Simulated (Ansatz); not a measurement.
Geometry optimisation, DFT PBEsol, scalar-relativistic, plane waves, PAW in Ansatz.

Input file:

```yaml
crystal:
  lattice:
    - [0.097968, 6.15245, 6.154841]
    - [0.097968, -6.15245, 6.154841]
    - [7.0666, 0.0, 0.0]
  atoms:
    - { symbol: Si, position: [0.17648997, 0.89474997, 0.64699006] }
    - { symbol: Si, position: [0.35524999, 0.07350999, 0.10301003] }
    - { symbol: Si, position: [0.32350998, 0.60524998, 0.85301006] }
    - { symbol: Si, position: [0.14474999, 0.42648999, 0.39699003] }
    - { symbol: Si, position: [0.36398499, 0.17898499, 0.51364503] }
    - { symbol: Si, position: [0.57101498, 0.38601498, 0.73635506] }
    - { symbol: Si, position: [0.13601499, 0.32101499, 0.98635503] }
    - { symbol: Si, position: [0.92898497, 0.11398497, 0.76364506] }
    - { symbol: O, position: [0.49999999, -1.0e-08, 3.0e-08] }
    - { symbol: O, position: [0.01219998, 0.73779998, 0.12500005] }
    - { symbol: O, position: [0.48779997, 0.76219997, 0.37500008] }
    - { symbol: O, position: [0.59084998, 0.34404998, 0.95755006] }
    - { symbol: O, position: [0.40594999, 0.15914999, 0.29245003] }
    - { symbol: O, position: [0.90914997, 0.15594997, 0.54245006] }
    - { symbol: O, position: [0.09404999, 0.34084999, 0.20755003] }
    - { symbol: O, position: [0.31094999, 0.01554999, 0.59905002] }
    - { symbol: O, position: [0.23444997, 0.93904997, 0.15095007] }
    - { symbol: O, position: [0.18904998, 0.48444998, 0.90095004] }
    - { symbol: O, position: [0.26554998, 0.56094998, 0.34905005] }
    - { symbol: O, position: [0.27574999, 0.19914999, 0.96485003] }
    - { symbol: O, position: [0.05084998, 0.97424998, 0.78515006] }
    - { symbol: O, position: [0.22424999, 0.30084999, 0.53515003] }
    - { symbol: O, position: [0.44914998, 0.52574998, 0.71485006] }
    - { symbol: Si, position: [0.67648997, 0.39474997, 0.14699006] }
    - { symbol: Si, position: [0.85524997, 0.57350997, 0.60301009] }
    - { symbol: Si, position: [0.82350998, 0.10524998, 0.35301006] }
    - { symbol: Si, position: [0.64474996, 0.92648996, 0.8969901] }
    - { symbol: Si, position: [0.86398496, 0.67898496, 0.01364509] }
    - { symbol: Si, position: [0.07101498, 0.88601498, 0.23635506] }
    - { symbol: Si, position: [0.63601496, 0.82101496, 0.48635509] }
    - { symbol: Si, position: [0.42898497, 0.61398497, 0.26364506] }
    - { symbol: O, position: [0.24999998, 0.74999998, 0.75000006] }
    - { symbol: O, position: [-1.0e-08, 0.49999999, 0.50000003] }
    - { symbol: O, position: [0.51219998, 0.23779998, 0.62500005] }
    - { symbol: O, position: [0.98779997, 0.26219997, 0.87500008] }
    - { symbol: O, position: [0.09084998, 0.84404998, 0.45755006] }
    - { symbol: O, position: [0.90594996, 0.65914996, 0.79245009] }
    - { symbol: O, position: [0.40914997, 0.65594997, 0.04245006] }
    - { symbol: O, position: [0.59404997, 0.84084997, 0.70755009] }
    - { symbol: O, position: [0.81094997, 0.51554997, 0.09905008] }
    - { symbol: O, position: [0.73444997, 0.43904997, 0.65095007] }
    - { symbol: "N", position: [0.74999995, 1.24999995, 0.25000012] }
    - { symbol: O, position: [0.76554998, 0.06094998, 0.84905005] }
    - { symbol: O, position: [0.77574996, 0.69914996, 0.46485009] }
    - { symbol: O, position: [0.55084998, 0.47424998, 0.28515006] }
    - { symbol: O, position: [0.72424996, 0.80084996, 0.03515009] }
    - { symbol: O, position: [0.94914998, 0.02574998, 0.21485006] }
total_charge: -1
basis:
  ecutwfc: 420.0
kpoints:
  mp_grid: { grid: [1, 1, 2] }
hamiltonian:
  xc: pbesol
  pseudopotentials: { kind: paw, azcp: { folder: soft_1 } }
scf:
  occupations: { method: gaussian, width: 0.05 }
  lower_state_search: "off"
relax:
  f_tol: 0.03
  max_steps: 60
  adjacent_minimum: "off"
```

Launched with:

```bash
$ ansatz run input.yaml --threads 2 --pin off --max-ram 5120MiB --backend cpu --events-out ev --progress --plain --runs-dir out
```

Q: Where does it end, and by what steps?

A: The forces met the threshold. Limits of this set-up: coarse k mesh, PAW files made for another functional, no spin, though dangling bonds at a vacancy may carry it, a small cell, in which the defect meets its images, charged cell in a uniform background, uncorrected. After 7 steps the energy has fallen by 1.541 eV; Si30 moved furthest, 0.35 Å. Joined: Si26–Si30 (3.10 → 2.48 Å).

```
step  energy less start (eV)  largest force component (eV/Å)  accepted
   0                  0.0000                           4.064       yes
   1                 -0.9949                           2.214       yes
   2                 -1.3620                           1.446       yes
   3                 -1.3000                           1.142        no
   4                 -1.5073                           0.659       yes
   5                 -1.5342                           0.123       yes
   6                 -1.5407                           0.038       yes
   7                 -1.5411                           0.017       yes
```

```xyz
47
Lattice="0.0980 6.1524 6.1548 0.0980 -6.1524 6.1548 7.0666 0.0000 0.0000" Properties=species:S:1:pos:R:3
Si 4.728 -4.461 6.567
Si 0.781 1.756 2.558
Si 6.095 -1.691 5.782
Si 2.823 -1.768 3.641
Si 3.692 1.097 3.350
Si 5.290 1.122 5.917
Si 6.986 -1.111 2.841
Si 5.544 5.025 6.387
O 0.034 3.100 2.984
O 0.997 -4.373 4.517
O 2.676 -1.735 7.923
O 6.868 1.350 5.713
O 2.134 1.509 3.400
O 3.961 4.777 6.374
O 1.481 -1.515 2.773
O 4.305 1.704 1.992
O 1.214 -4.289 7.133
O 6.387 -1.742 4.195
O 2.536 -1.913 5.234
O 6.852 0.506 2.847
O 5.775 -5.665 6.247
O 3.822 -0.518 3.353
O 5.049 -0.486 6.095
Si 1.213 1.774 6.469
Si 4.375 1.722 8.808
Si 2.620 4.447 5.437
Si 6.485 -1.739 9.708
Si 0.254 1.179 9.417
Si 1.801 -4.978 5.791
Si 3.440 -1.168 9.284
Si 1.966 -1.168 6.569
O 5.420 -3.072 6.205
O 3.556 -3.084 3.121
O 4.512 1.689 4.608
O 6.241 4.472 7.744
O 3.382 -4.616 5.689
O 5.752 1.542 9.648
O 0.374 -1.497 6.648
O 5.025 -1.566 9.033
O 0.798 1.855 8.073
O 4.729 1.861 7.236
N 2.030 -3.100 11.973
O 6.224 4.256 5.149
O 3.385 0.477 9.129
O 2.167 0.417 6.370
O 0.363 -0.451 9.367
O 1.628 5.731 5.834
```

The run took 41 s on 2 threads of Arm Neoverse V2 (shared host), peak memory 1.1 GiB.
